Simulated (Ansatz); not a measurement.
# Stack of 1T-PtS2 under 2H-MoTe2, shifted by two thirds of the diagonal in a perpendicular field, part 2 of 2

Aim: how the stack of 1T-PtS2 under 2H-MoTe2, shifted by two thirds of the diagonal screens a field along its normal, and what the field does to its bands. A positive field points along +c.

Ansatz 0.2.0; plane-wave DFT, PBE-D3(BJ), Ansatz PAW.

So far. Step 2 (Relaxing the slab): The lattice constant a goes from 3.560 to 3.527 Å.

## 3. Single point, field 0, start network

A sawtooth potential applies the field, turning back in the middle of the vacuum. With the dipole correction the typed value is the field outside the slab. The induced dipole is small, so the SCF threshold is tight.

The cell differs from the one that the last finished run ended in (c 48.838 → 27.098 Å).

File input.yaml:

```yaml
crystal:
  lattice:
    - [3.5270657834, 0.0, 0.0]
    - [-1.7635328917, 3.0545285692, 0.0]
    - [0.0, 0.0, 27.0982008359]
  atoms:
    - { symbol: S, position: [0.6666666667, 0.3333333333, 0.3321253708] }
    - { symbol: Pt, position: [0.0, 0.0, 0.3783210396] }
    - { symbol: S, position: [0.3333333333, 0.6666666667, 0.4243862715] }
    - { symbol: Te, position: [0.0, 0.0, 0.5345812196] }
    - { symbol: Mo, position: [0.6666666667, 0.3333333333, 0.6011468295] }
    - { symbol: Te, position: [0.0, 0.0, 0.6678746292] }
kpoints:
  mp_grid: { grid: [18, 18, 1] }
  band_path:
    path: [[0, 0, 0], [0.5, 0, 0], [0.33333333, 0.33333333, 0], [0, 0, 0]]
    npoints: 16
hamiltonian:
  xc: pbe
  dispersion: d3bj
scf:
  occupations: { method: fermi_dirac, width: 0.02585 }
  convergence: { dr2_threshold: 1.0e-10 }
efield:
  axis: 3
  dipole_correction: true
  ramp_position: 0.97
  ramp_width: 0.06
  amplitude: 0
output:
  dos: { projected: true, e_range: [-6, 5] }
  write_potential: true
  write_density: true
  volumetric_format: npy
  elf: true
```

Command:

```
> ansatz run input.yaml --threads 2 --pin off --max-ram 3072MiB --backend cpu --events-out ev --progress --plain --runs-dir out
```

Numbers of over 12 decimals in the logs are rounded to 6 here.

What it wrote:

```text
[...]
Crystal: 6 atoms, lattice volume = 291.943 Å³
Basis set: ecut = 420 eV, 5665 PW (Γ)
Bands: 46, of which v1, the nominal top of the filled ones, is band 38 counted from 1 (37 counted from 0)
Symmetry: 6 space group operations
[...]
k-points: 37 of 324 (time reversal used)
[...]
SCF iter   1: F=—  HF=-33247.343621 eV  |F-HF|=—  |Δ(HF+E_count)|=         —  Δρ=3.04e-3  dr2=2.39e-1  ethr=1.77e-3  p=0.073 e·Å  D=4.55e-2 V/Å  ΔV_dip=-1.23 eV  dr2_dipole=1.20e-1  V_vac-E_F(+/−)=4.16/5.40 eV  ⟨swp⟩=12.0  Hψ=8276  notcnv=0  defer=1
efield: sawtooth ramp at fractional position 0.9700 (set: `efield.ramp_position`, or a place that a band, a saddle search or an elastic batch's reference lends), width 0.0600; the density the first Hamiltonian is built on has a dipole p = 0.073 e·Å; the dipole correction subtracts the counter field D = 4.55e-2 V/Å, which shifts the + side's vacuum level by -1.23 eV against the − side's; the planar-averaged density in the ramp window peaks in size at 1.9e-5 e/Å³
[...]
SCF iter   2: F=—  HF=-33247.344474 eV  |F-HF|=—  |Δ(HF+E_count)|=   8.54e-4  Δρ=3.48e-3  dr2=2.39e-1  ethr=3.15e-4  p=-0.005 e·Å  D=-2.99e-3 V/Å  ΔV_dip=0.08 eV  dr2_dipole=8.66e-2  V_vac-E_F(+/−)=4.86/4.78 eV  ⟨swp⟩=3.1  Hψ=2520  notcnv=0  defer=94
[...]
SCF iter  15: F=-33247.323583 eV  HF=-33247.323583 eV  |F-HF|=6.55e-11  |Δ(HF+E_count)|=  6.55e-11  Δρ=9.11e-8  dr2=3.26e-11  ethr=1.00e-12  p=0.017 e·Å  D=1.08e-2 V/Å  ΔV_dip=-0.29 eV  dr2_dipole=3.72e-12  V_vac-E_F(+/−)=4.58/4.87 eV  ⟨swp⟩=12.3  Hψ=4970  notcnv=0
SCF 1 converged in 15 iterations: F = -33247.323583 eV  dr2 = 3.26e-11
[...]
NSCF: frozen V_eff on 49 k-points
efield: sawtooth ramp at fractional position 0.9700 (kept from the solve that this one continues, or follows in the run), width 0.0600; the density the first Hamiltonian is built on has a dipole p = 0.017 e·Å; the dipole correction subtracts the counter field D = 1.08e-2 V/Å, which shifts the + side's vacuum level by -0.29 eV against the − side's; the planar-averaged density in the ramp window peaks in size at 3.7e-6 e/Å³
[...]
SCF converged after 15 iterations
Free energy (F): -33247.323583 eV
[...]
Internal energy: -33247.323583 eV  (E = F + TS)
E sigma→0 (E₀):  -33247.323583 eV
Entropy (-TS):   -0.000000 eV (-0.000 meV/atom)
Fermi energy:    2.790201 eV
Dipole field:    D = 0.010753 V/Å  (p = 0.017349 e·Å, saw-weighted, corrected)
Work function:   Φ+ = 4.5752 eV   Φ− = 4.8666 eV
Levels:          The Fermi level and band energies are counted from a zero that moves with the ramp; work functions are not
[...]
--- Band table (eV; the first three rows and the last of 37) ---
  k-point 0: bands = [... 34 lower, 1.3754, 1.6433, 1.6433, 2.3481, 4.5096, 4.5096, 5.6248, 5.6248, ... 4 higher]
  k-point 1: bands = [... 34 lower, 1.3044, 1.5847, 1.7440, 2.3675, 4.3026, 4.4527, 5.4320, 5.6409, ... 4 higher]
  k-point 2: bands = [... 34 lower, 1.2631, 1.4256, 1.8336, 2.3650, 3.8501, 4.3134, 5.0252, 5.1248, ... 4 higher]
  k-point 36: bands = [... 34 lower, 0.5480, 0.6120, 0.7856, 2.5112, 3.3677, 3.4010, 3.6579, 4.5130, ... 4 higher]
```

The job ended after 1.7 min (2 threads of Intel Xeon at 2.50GHz (Skylake/Cascade Lake), shared host; peak memory 0.88 GiB).

Reading the cycles: dr2 is the Hartree energy of the density residual (eV), the measure of convergence; HF is the Harris–Foulkes estimate of the energy, which meets the free energy F at convergence.

Numbers from this step:

```
dipole along the normal            : 0.01735 e·Å
gap along the path                 : 0.5842 eV
smallest direct gap along the path : 0.7988 eV
step between the vacuum levels     : -0.2914 eV
ionisation energy, upper face      : 4.854 eV
electron affinity, upper face      : 4.270 eV
ionisation energy, lower face      : 5.146 eV
gap, the smaller of path and mesh  : 0.5842 eV
```

Running mean over a fixed 2.7 Å (it still follows the layers) of the planar mean; the ramp of the sawtooth is left out. Electron's electrostatic potential energy less the Fermi level against z:

| z (Å) | electron's electrostatic potential energy less the Fermi level (eV) |
| --- | --- |
| 4 | 4.87 |
| 5 | 4.86 |
| 6 | 4.83 |
| 7 | 4.19 |
| 8 | 0.230 |
| 9 | -6.17 |
| 10 | -10.7 |
| 11 | -9.34 |
| 12 | -3.06 |
| 13 | -0.338 |
| 14 | -0.861 |
| 15 | -5.31 |
| 16 | -7.96 |
| 17 | -7.16 |
| 18 | -3.09 |
| 19 | 0.654 |
| 20 | 2.93 |
| 21 | 4.46 |
| 22 | 4.57 |
| 23 | 4.57 |

The density of states has structure finer than the step of the table below, so its rows give means over 0.25 eV, whole bins alone (the curve runs from -6 to 2.3 eV). Peaks (eV: height): -3.680: 11.2, -3.490: 19.7, -1.810: 12.5, -1.750: 11.9, -1.530: 9.25, 1.250: 14.1, 1.500: 8.41.

Density of states against energy, zero at the Fermi level of the run, which the smearing sets inside the gap; means over each step:

energy (eV), density of states (states/eV a cell) and a bar:
```
    -5.75        1.5 #####
    -5.50        4.9 ###############
    -5.25        5.0 ################
    -5.00        5.3 #################
    -4.75        6.0 ###################
    -4.50        4.8 ###############
    -4.25        1.3 ####
    -4.00        1.8 ######
    -3.75        6.7 #####################
    -3.50        8.8 ############################
    -3.25        3.9 ############
    -3.00        5.8 ##################
    -2.75        5.7 ##################
    -2.50        5.3 #################
    -2.25        4.0 #############
    -2.00        5.9 ###################
    -1.75        9.5 ##############################
    -1.50        5.4 #################
    -1.25        2.5 ########
    -1.00        3.2 ##########
    -0.75        3.0 ##########
    -0.50        3.4 ###########
    -0.25        0.3 #
     0.00        0.0 
     0.25        0.4 #
     0.50        4.1 #############
     0.75        2.4 ########
     1.00        5.2 ################
     1.25        8.8 ############################
     1.50        5.6 ##################
     1.75        3.2 ##########
     2.00        4.3 ##############
```

Projected DOS per atom over height of the atomic layer and energy from the Fermi level. Layers: S Pt S Te Mo Te from below.

Ten even steps from '_' (0.00 states/eV) to '@' (3.83 states/eV), each cell a mean:
```
______::==..
______..++..
::::::..##::
::::::__--__
::::::______
____________
____________
______..==..
______..==..
______..--..
==::----++--
::::::..::..
::::....::..
::::::::--::
......::::::
..@@..------
__::__..__..
__..__......
__==__::::--
::==......::
::==::..____
__....______
```
Columns: height of the atomic layer (Å) from 9 to 18.1 (not evenly spaced); rows upwards: energy from the Fermi level (eV) from -5.96 to 2.23.

The electronic bands at the labelled points (eV, zero at the Fermi level of the run, which the smearing sets inside the gap):

```
  point  band 35  band 36  band 37  band 38  band 39  band 40  band 41  band 42
      Γ    -1.41    -1.15    -1.15    -0.44     1.72     1.72     2.83     2.83
halfway    -1.77    -1.29    -1.26    -1.01     0.38     1.26     1.36     1.92
      M    -2.58    -1.92    -1.05    -0.58     1.15     1.34     1.50     1.61
halfway    -2.36    -2.28    -1.89    -0.47     0.75     1.10     1.17     1.80
      K    -2.24    -2.18    -2.00    -0.28     0.58     0.61     0.87     1.72
halfway    -1.75    -1.55    -1.05    -0.86     0.52     0.75     1.19     1.59
      Γ    -1.41    -1.15    -1.15    -0.44     1.72     1.72     2.83     2.83
```

Electrostatic potential energy in the ca plane at fractional y = 1.000, with atoms of Pt and Te within 0.2 Å of it. With pseudopotentials it is smooth inside the atoms' cores, unlike the true potential.

Values in eV, 5 rows by 16 columns, each cell a mean:
```
  7   4 -31 -30   4   5  -5   2  -2   0   0  -4   5   7   7   7
  7   3  -3  -3   3   6   0  -5   0   0  -4  -1   7   7   7   7
  6   0   2   2   0   6   5   4  -2  -4   4   5   7   7   7   7
  7   3 -10  -9   4   6  -3  -9   0   0  -8  -5   6   7   7   7
  7   3 -35 -34   3   5  -3   9  -4  -1   6  -1   5   7   7   7
```
Columns run along c (16.0 Å, from fractional 0.27 to 0.86 of the cell; values clipped at the 3rd and 97th percentile), rows up along a (3.5 Å). Atoms in or near the plane, at fractional coordinates: Pt at (0.38, 0.00), Te at (0.53, 0.00), Te at (0.67, 0.00).

ELF in the ca plane at fractional y = 1.000, with atoms of Pt and Te within 0.2 Å of it. It is the smooth field of the valence electrons, not physical close to the nuclei.

Values, 5 rows by 16 columns, each cell a mean:
```
0.00 0.00 0.01 0.11 0.38 0.60 0.30 0.09 0.62 0.22 0.42 0.29 0.39 0.25 0.76 0.51
0.00 0.01 0.15 0.47 0.44 0.28 0.48 0.28 0.33 0.50 0.42 0.20 0.45 0.50 0.48 0.14
0.00 0.02 0.30 0.67 0.54 0.22 0.62 0.46 0.09 0.29 0.23 0.21 0.25 0.29 0.11 0.02
0.00 0.01 0.09 0.34 0.37 0.35 0.39 0.19 0.45 0.49 0.48 0.22 0.50 0.51 0.63 0.24
0.00 0.00 0.01 0.09 0.43 0.65 0.34 0.09 0.64 0.12 0.37 0.29 0.33 0.16 0.76 0.56
```
Columns run along c (16.0 Å, from fractional 0.18 to 0.77 of the cell), rows up along a (3.5 Å). Atoms in or near the plane, at fractional coordinates: Pt at (0.38, 0.00), Te at (0.53, 0.00), Te at (0.67, 0.00).

Valence density in the ca plane at fractional y = 1.000, with atoms of Pt and Te within 0.2 Å of it. It is the smooth field of the valence electrons, not physical close to the nuclei.

Ten steps, logarithmic in the rise over the least value, from '0' (0 e/Å³) to '9' (14 e/Å³), each cell a mean:
```
00001478985210012479963211247996320000000000
00011346753210001346643211234654210000000000
00112233332211001123322222222332100000000000
00122222222221100011112222221111000000000000
00122222122221100011111233211111000000000000
00112222222221000112222222222221100000000000
00012234543211001234432222223443210000000000
00011368874210012368753211236875310000000000
00002479986210012489973211248997321000000000
```
Columns run along c (16.0 Å, from fractional 0.27 to 0.86 of the cell), rows up along a (3.5 Å). Atoms in or near the plane, at fractional coordinates: Pt at (0.38, 0.00), Te at (0.53, 0.00), Te at (0.67, 0.00).

The gap is 0.58 eV, with the valence edge 4.85 eV and the conduction edge 4.27 eV under the upper vacuum level. Spin-orbit coupling, left out in this run, matters for the bands of elements this heavy.

## 4. Atoms held, field 0.1 V/Å

input.yaml: that of step 3 with these lines changed.

```diff
@@ -26,7 +26,6 @@
   dipole_correction: true
-  ramp_position: 0.97
-  ramp_width: 0.06
-  amplitude: 0
+  ramp_position: 0.966
+  ramp_width: 0.0801
+  amplitude: 0.1
 output:
-  dos: { projected: true, e_range: [-6, 5] }
   write_potential: true
@@ -34,2 +33 @@
   volumetric_format: npy
-  elf: true
```

What it wrote:

```text
[...]
Crystal: 6 atoms, lattice volume = 291.943 Å³
Basis set: ecut = 420 eV, 5665 PW (Γ)
Bands: 46, of which v1, the nominal top of the filled ones, is band 38 counted from 1 (37 counted from 0)
Symmetry: 6 space group operations
[...]
k-points: 37 of 324 (time reversal used)
[...]
k-point 0: bands = [... 34 lower, 1.3985, 1.6672, 1.6672, 2.3619, 4.4857, 4.4857, 5.6486, 5.6486, ... 4 higher]
  k-point 1: bands = [... 34 lower, 1.3168, 1.6085, 1.7719, 2.3796, 4.2786, 4.4288, 5.4567, 5.6668, ... 4 higher]
  k-point 2: bands = [... 34 lower, 1.2556, 1.4492, 1.8654, 2.3743, 3.8263, 4.2896, 5.0560, 5.1456, ... 4 higher]
  k-point 36: bands = [... 34 lower, 0.5282, 0.5853, 0.8097, 2.5341, 3.3491, 3.3777, 3.6783, 4.5360, ... 4 higher]
[key lines of the parts left out:]
SCF converged after 17 iterations
Free energy (F): -33247.328586 eV
Fermi energy:    2.790591 eV
Dipole field:    D = 0.051282 V/Å  (p = 0.082737 e·Å, saw-weighted, corrected)
```

The job ended after 1.7 min (2 threads; peak memory 0.87 GiB).

The dipole is 0.0827 e·Å, 0.0654 e·Å from its value without field, and the gap 0.539 eV.

## 5. Single point, field -0.1 V/Å

input.yaml: that of step 4 with these lines changed.

```diff
@@ -28,3 +28,3 @@
   ramp_width: 0.0801
-  amplitude: 0.1
+  amplitude: -0.1
 output:
```

What it wrote:

```text
[...]
Crystal: 6 atoms, lattice volume = 291.943 Å³
Basis set: ecut = 420 eV, 5665 PW (Γ)
Bands: 46, of which v1, the nominal top of the filled ones, is band 38 counted from 1 (37 counted from 0)
Symmetry: 6 space group operations
[...]
k-points: 37 of 324 (time reversal used)
[...]
k-point 0: bands = [... 34 lower, 1.3550, 1.6215, 1.6215, 2.3371, 4.5369, 4.5369, 5.6029, 5.6029, ... 4 higher]
  k-point 1: bands = [... 34 lower, 1.2964, 1.5629, 1.7181, 2.3583, 4.3298, 4.4799, 5.4089, 5.6169, ... 4 higher]
  k-point 2: bands = [... 34 lower, 1.2760, 1.4041, 1.8040, 2.3586, 3.8771, 4.3405, 4.9956, 5.1066, ... 4 higher]
  k-point 36: bands = [... 34 lower, 0.5712, 0.6422, 0.7638, 2.4903, 3.3882, 3.4275, 3.6407, 4.4924, ... 4 higher]
[key lines of the parts left out:]
SCF converged after 16 iterations
Free energy (F): -33247.325115 eV
Fermi energy:    2.792361 eV
Dipole field:    D = -0.029738 V/Å  (p = -0.047978 e·Å, saw-weighted, corrected)
```

The job ended after 1.7 min (2 threads; peak memory 0.87 GiB).

The dipole is -0.0480 e·Å, -0.0653 e·Å from its value without field, and the gap 0.630 eV.

## 6. Response, atoms held

This step: plane-wave DFT, PBE-D3(BJ), Ansatz PAW; response to a field along the normal, atoms held (Ansatz 0.2.0).

The dipoles give the slope, and the difference of two potentials shows where the field is screened.

This step gave:

```
equivalent conductor thickness p/(ε₀AE) : 10.98 Å
distance between the outer atoms        : 9.098 Å
```

The dipole of the cell by applied field:

```csv
applied field (V/Å),dipole of the cell (e·Å)
-0.1000,-0.0480
0.0000,0.0173
0.1000,0.0827
```

Local field over the applied field, running mean. From the potentials at -0.1 and 0.1 V/Å; running mean over 2.8 Å. Local field over applied field against z:

z (Å), local field over applied field and a bar:
```
      4.5      0.999 ##############################
      5.0      0.996 ##############################
      5.5      0.987 ##############################
      6.0      0.965 #############################
      6.5      0.911 ###########################
      7.0      0.809 ########################
      7.5      0.666 ####################
      8.0      0.503 ###############
      8.5      0.338 ##########
      9.0      0.194 #####
      9.5      0.089 ##
     10.0      0.035 
     10.5      0.024 
     11.0      0.046 #
     11.5      0.084 ##
     12.0      0.117 ###
     12.5      0.137 ###
     13.0      0.144 ####
     13.5      0.130 ###
     14.0      0.099 ##
     14.5      0.065 #
     15.0      0.043 #
     15.5      0.034 
     16.0      0.027 
     16.5      0.028 
     17.0      0.036 
     17.5      0.054 #
     18.0      0.103 ##
     18.5      0.204 ######
     19.0      0.349 ##########
     19.5      0.508 ###############
     20.0      0.666 ####################
     20.5      0.808 ########################
     21.0      0.909 ###########################
     21.5      0.962 #############################
     22.0      0.985 ##############################
     22.5      0.994 ##############################
     23.0      0.998 ##############################
```

The induced electron density oscillates, so the rows of the table below give means over windows of 2.68 Å about each position, cut where the curve ends. Its maxima inside the range that stand out by 2 % of the span (Å: e/Å³ per V/Å): 8.0: 0.00341, 10.7: 2.3e-4, 13.4: 0.00102, 14.3: 6.0e-4, 15.8: -9.1e-5, 16.9: 5.0e-4. Its minima: 9.7: -2.3e-4, 12.1: -0.00102, 14.0: 4.4e-4, 15.5: -3.0e-4, 16.2: -2.8e-4, 19.3: -0.00341.

Electrons, planar mean, per unit field. Induced electron density against z; means over each step:

```csv
z (Å),induced electron density (e/Å³ per V/Å)
5.43,1.2e-4
8.11,0.00193
10.79,-2.9e-4
13.47,2.7e-4
16.15,1.7e-5
18.83,-0.00169
21.51,-3.5e-4
```

The smaller of the gaps on the path and on the k-mesh, counted as 0 under 0.03 eV. The gap by applied field:

```csv
applied field (V/Å),gap (eV)
-0.1000,0.63
0.0000,0.584
0.1000,0.539
```

By hand: between -0.1 and 0.1 V/Å the dipole changes by 0.1307 e·Å, a slope of 0.6536 e·Å²/V. A perfect conductor of thickness t has p = ε₀AEt, so t = 180.95 × 0.6536 / 10.774 = 10.98 Å (e/ε₀ = 180.95 V·Å, A in Å²).

The induced dipole is that of a conductor 10.98 Å thick.

## 7. Summary of results

```yaml
gap_without_field: 0.584 eV
ionisation_energy_upper_face: 4.85 eV
electron_affinity_upper_face: 4.27 eV
step_between_the_vacuum_levels: -0.291 eV
equivalent_conductor_thickness_atoms_held: 11.0 Å
```

What this shows: The induced dipole equals that of a perfect conductor 10.98 Å thick, while the outer atoms lie 9.10 Å apart; an out-of-plane ε follows only once a thickness t is chosen, by 1 − 1/ε = 10.98 Å / t. The two faces differ: the vacuum level above lies 0.29 eV lower than the one below. The gap goes from 0.58 eV to 0.63 eV at -0.1 V/Å. Semilocal functionals give gaps that are too small, and excitons are not included. Spin-orbit coupling is left out, which matters for the bands of elements this heavy.

[Logs are printed without paths, hosts, clocks, repeated set-up lines and the standing remarks that a program may print on its own settings, such as how far it seeks lower states.]

[Hosts, paths, dates, database ids (printed as entryN), source tags and the programs' standing remarks are cut or masked in the printed files.]

[Maps of the electrostatic potential energy from Ansatz leave out the sawtooth potential of an applied field or a dipole correction, so their vacuum need not be flat; planar profiles and work functions include it.]

[The density of states shown here was stored with 400 of the rows of the run's finer table, so its peaks can read low, often by over a quarter, or be missed, and its means over a window can be off by a tenth or more.]
